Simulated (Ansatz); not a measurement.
# TiAl

```
Ti Al
1.0
     2.83730    0.00000    0.00000
     0.00000    2.83730    0.00000
     0.00000    0.00000    4.05910
Ti Al
1 1
Direct
  0.00000 0.00000 0.00000
  0.50000 0.50000 0.50000
```

Atom numbers follow the list: Ti1, Al2.

The conventional cell has a = 2.837 Å, b = 2.837 Å, c = 4.059 Å, α = 90.00°, β = 90.00°, γ = 90.00°. Ti (atom 1) has 4 Ti at 2.84 Å and 8 Al at 2.85 Å as nearest neighbours. Al (atom 2) is surrounded by 4 Al at 2.84 Å and 8 Ti at 2.85 Å.

The cell is COD entry 1532769, as deposited and not checked against the literature; nothing was relaxed.

Spin polarisation is left out, and whether a magnetic state lies lower isn't shown here.

All numbers are computed: DFT, PBE, all-electron LAPW, scalar-relativistic (Ansatz 0.2.0); DFT, PBE, PAW with Ansatz's default frozen-core files, scalar-relativistic (Ansatz 0.2.0).

For LAPW: a Γ-centred 12×12×8 k mesh, Fermi–Dirac smearing of 0.05 eV, basis error target 1 meV/atom, no spin polarisation. PAW takes a cutoff of 420 eV at this cell. The Ansatz runs share mesh, smearing and spin set-up. Values come from LAPW unless marked.

```yaml
Pressure_at_this_cell: -0.76 GPa
Band_gap: "none: with an odd electron count and no spin polarisation the bands can't all be full, a metal in this set-up (spin order or a larger cell could open a gap)"
Stress_xx_yy_zz_compression_positive: -0.92, -0.92, -0.44 GPa
Density_of_states_at_the_Fermi_level_0.2_eV_bin: 1.84 states/eV per cell
Löwdin_charges_with_0.07_e_of_the_cell_spilling_out_of_the_atomic_basis_so_their_sizes_and_signs_hang_on_that_basis: Ti1 0.56, Al2 -0.48 e
Bader_charges_from_the_PAW_run: Ti1 +0.68, Al2 -0.68 e
Volume_per_atom: 110.3 bohr³
```
